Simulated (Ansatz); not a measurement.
# Ca (I4/mmm) in Ansatz: further runs

One crystal, Ca, is run at these levels: PBE+D4, revPBE; tasks: atomic charges, single point.

All numbers are computed with Ansatz 0.2.0; they aren't measurements. Logs are shortened: lines on timing, memory, paths and dates and some standing lists are left out, and cuts for length are marked.

## (1) The structure

The structure is tetragonal, space group I4/mmm (No. 139). Conventional cell: a = 4.410 Å, b = 4.410 Å, c = 4.392 Å, α = 90.00°, β = 90.00°, γ = 90.00°. Around Ca (site symmetry 4/mmm) lie 8 Ca at 3.81 Å.

This isn't the form of Ca at room conditions, which is fcc.

## (2) Atomic charges, PBE+D4 (cell strained at random at fixed volume)

input.yaml reads:

```yaml
crystal:
  lattice:
    - [-2.220282, 2.151874, 2.230242]
    - [2.185922, -2.1628, 2.206712]
    - [2.248442, 2.19096, -2.241214]
  atoms:
    - { symbol: Ca, position: [0.509619, 0.509294, 0.011094] }
hamiltonian:
  xc: pbe
  pseudopotentials: { kind: paw }
  dispersion: d4
kpoints:
  mp_grid: { grid: [9, 9, 9] }
scf:
  occupations: { method: tetrahedron }
output:
  forces: true
  stress: true
  bader: true
  populations: intrinsic
  write_density: true
  write_potential: true
  elf: true
  volumetric_format: npy
```

Potentials or basis: Ansatz PAW.

The run is started by

```
> ansatz run input.yaml --threads 1 --pin off --max-ram 2560MiB --backend cpu --events-out ev --progress --plain --runs-dir out
```

Log:

```text
Warning: output.forces, output.stress, relax.cell or npt_langevin: where a Kohn–Sham band that disperses or a degenerate level is filled in part under the method tetrahedron, the forces or the stress that this run publishes need not agree with its energy (scf.occupations.method in the input reference, under Limitations); prefer a smearing scheme for the forces or the stress
Warning: RAYON_NUM_THREADS=1 ignored (pool sized by the plan → 1); use --threads N
Engine: ansatz 0.2.0, aarch64-unknown-linux-gnu
Pseudopotentials: kind: paw
Pseudopotential: Ca, paw, valence charge 10, recommended cutoff 420 eV (normal), Ca.paw.azcp
Functional definition: PBE
  parameter kappa = 0.804
  parameter beta = 0.06672455060314922
  exchange = pbe_x(kappa = kappa, mu = beta*pi^2/3)
  correlation = pbe_c(beta = beta)
Crystal: 1 atoms, lattice volume = 42.718 Å³
Basis set: ecut = 420 eV, 849 PW (Γ), exchange–correlation on 54×54×54 points (8 copies of the dense FFT grid, shifted against one another)
Bands: 9, of which v1, the nominal top of the filled ones, is band 5 counted from 1 (4 counted from 0)
Symmetry: 2 space group operations
Space group: P-1 (ITA 2), of the structure as read, at distance tolerance 3.5e-5 Å
k-points: 365 of 729
Non-local potential: Ca, projectors of the file, l = 0: 3, l = 1: 2, l = 2: 2
PAW form: soft (Blöchl's): semilocal exchange-correlation on the pseudo side does not see the compensation charge
PAW one-centre angular grid: Ca, 110 points (default); XC on 64 Gauss nodes
Initial density: superposition of atomic densities (neutral atoms: chi_scale 0, normalization atom), corrected by the library's trained network
Initial wavefunctions: pseudopotential atomic-orbital guess
Functional: x = pbe(κ = 0.804, μ = 0.2195149727645171), c = pbe(β = 0.06672455060314922)
SCF iter   1: F=—  HF=-1817.011389 eV  |F-HF|=—  |Δ(HF+E_count)|=         —  Δρ=1.22e-3  dr2=6.24e-4  ethr=1.77e-3  ⟨swp⟩=6.5  Hψ=29095  notcnv=0
preconditioner: auto → Kerker (q_TF=auto, 2.142 Å⁻¹)  [metal: no gap  n_scr=12 (ndim 8)  ℏωp=8.0 eV  f_vac=0.000]
SCF iter   2: F=—  HF=-1817.011488 eV  |F-HF|=—  |Δ(HF+E_count)|=   9.91e-5  Δρ=7.29e-4  dr2=2.58e-4  ethr=6.24e-6  ⟨swp⟩=2.4  Hψ=9035  notcnv=0
SCF iter   3: F=—  HF=-1817.011521 eV  |F-HF|=—  |Δ(HF+E_count)|=   3.33e-5  Δρ=1.54e-4  dr2=1.67e-5  ethr=2.58e-6  ⟨swp⟩=2.2  Hψ=4686  notcnv=0
SCF iter   4: F=—  HF=-1817.011500 eV  |F-HF|=—  |Δ(HF+E_count)|=   2.09e-5  Δρ=5.54e-5  dr2=1.29e-6  ethr=1.67e-7  ⟨swp⟩=2.4  Hψ=4879  notcnv=0
SCF iter   5: F=-1817.011496 eV  HF=-1817.011496 eV  |F-HF|=1.04e-8  |Δ(HF+E_count)|=   4.33e-6  Δρ=9.10e-6  dr2=4.33e-8  ethr=1.00e-9  ⟨swp⟩=6.1  Hψ=18304  notcnv=0
SCF 1 converged in 5 iterations: F = -1817.011496 eV  dr2 = 4.33e-8
SCF converged after 5 iterations
Stability not checked: this state was not tested for a lower state beside it, because cold or Methfessel-Paxton smearing, or corrected tetrahedra, fill the levels in a way that the test cannot read (fill_not_monotonic; see scf.lower_state_search)
Free energy (F): -1817.011496 eV
Harris-Foulkes:  -1817.011496 eV  (|F-HF|=1.04e-8)
Internal energy: -1817.011270 eV  (E = F + TS)
E sigma→0 (E₀):  -1817.011496 eV
Entropy (-TS):   -0.000226 eV (-0.226 meV/atom)
Fermi energy:    4.939455 eV
--- Per-component energies (eV) ---
  E_band       = -176.071489
  E_kinetic    = 275.486915
  E_local      = -852.602739  (includes V_loc(G=0)·N_el)
  E_nonlocal   = 63.657368
  E_hartree    = 285.585986
  E_xc         = -135.849930
  E_vxc        = -169.324310  (∫ρ·V_xc dr)
  E_paw        = -858.237847  (= ΣΔE_a)
  E_vpaw       = -64.464100  (= ΣTr[D̂ρ^β])
  E_aug_tail   = -0.000006  (compensation charges beyond the density's cutoff)
  E_ewald      = -594.877689
  E_disp       = -0.173327  (pairwise vdW)
  E_smearing   = -0.000226  (= −TS)
  E_closure    = -0.000000  (closes the sum)
  Σ components = -1817.011496   (vs F -1817.011496, Δ=0.00e0)
--- Forces (eV/Å), atoms counted from 1 ---
  atom   1  Ca     0.00000000     0.00000000     0.00000000
  max |Σ_I F_I| component: 0.00e0 eV/Å
--- Stress (GPa, compression-positive) ---
       -0.926761      -0.103559       0.151644
       -0.103559      -1.114389       0.020329
        0.151644       0.020329      -0.927822
  P = ⅓ Tr σ = -0.9897 GPa (-9.897 kbar)
--- Band table (eV; the first three rows and the last of 365) ---
  k-point 0: bands = ["-37.1681", "-18.0925", "-18.0838", "-18.0815", "0.8666", "7.1210", "7.1841", "7.2838", "8.1750"]
  k-point 1: bands = ["-37.1666", "-18.1042", "-18.0882", "-18.0861", "1.0851", "7.0051", "7.1036", "7.3922", "8.1287"]
  k-point 2: bands = ["-37.1626", "-18.1422", "-18.1003", "-18.0881", "1.7140", "6.6200", "6.7076", "7.8453", "8.1021"]
  k-point 364: bands = ["-37.1564", "-18.1910", "-18.1176", "-18.1008", "3.0627", "5.8630", "6.0890", "8.2744", "8.4186"]
--- intrinsic populations: 1 site ---
  site symbol       q [e]
     0     Ca      9.9698
  spilling = 0.003021 (of n_electrons = 10.000000)
--- Bader charges: 1 site ---
  site symbol  charge [e]  shift [e]
     0     Ca      0.0000     0.0000
  estimated error of the sums over rays = 4.4e-7 e
```

Run time: 20 s. Hardware: 1 thread of Arm Neoverse N1, shared host; peak memory 0.44 GiB.

Results:

| Item | Value |
| --- | --- |
| Free energy | -1817.0115 eV |
| Pressure | -1.0 GPa |
| Band gap on the k mesh | none (metal or under the smearing width) |

Levels at points of the mesh, in eV from the Fermi level:
```
           k point  band 1  band 2  band 3  band 4  band 5  band 6  band 7  band 8  band 9
(0.00, 0.00, 0.00)  -42.11  -23.03  -23.02  -23.02   -4.07    2.18    2.24    2.34    3.24
```

Caveat: pairwise dispersion overbinds metals, which lowers pressure and volume; with tetrahedron occupations forces and stress needn't match the slope of the energy.

## (3) Single point, revPBE

input.yaml reads:

```yaml
crystal:
  lattice:
    - [-2.2052049036, 2.2052049036, 2.19611481]
    - [2.2052049036, -2.2052049036, 2.19611481]
    - [2.2052049036, 2.2052049036, -2.19611481]
  atoms:
    - { symbol: Ca, position: [0.5, 0.5, 0.0] }
hamiltonian:
  xc: revpbe
  pseudopotentials: { kind: paw, partial_waves: polarizable }
kpoints:
  mp_grid: { grid: [9, 9, 9] }
scf:
  occupations: { method: tetrahedron }
output:
  forces: true
  stress: true
```

Potentials or basis: Ansatz PAW polarizable.

The run is started by

```
> ansatz run input.yaml --threads 1 --pin off --max-ram 2560MiB --backend cpu --events-out ev --progress --plain --runs-dir out
```

Run time: 2.9 s. Hardware: 1 thread of Arm Neoverse N1, shared host; peak memory 0.34 GiB.

Results (log left out):

```yaml
Free_energy: -1819.9578 eV
Pressure: 0.3 GPa
Band_gap_on_the_k_mesh: none (metal or under the smearing width)
```

Levels at points of the mesh, in eV from the Fermi level:
```tsv
k point	band 3	band 4	band 5	band 6	band 7	band 8
(0.00, 0.00, 0.00)	-23.08	-23.08	-4.07	2.28	2.30	2.30
```

Caveat: the PAW data sets come from PBE, with cores solved anew for the run's functional, which leaves a small shift of forces and pressure; with tetrahedron occupations forces and stress needn't match the slope of the energy.
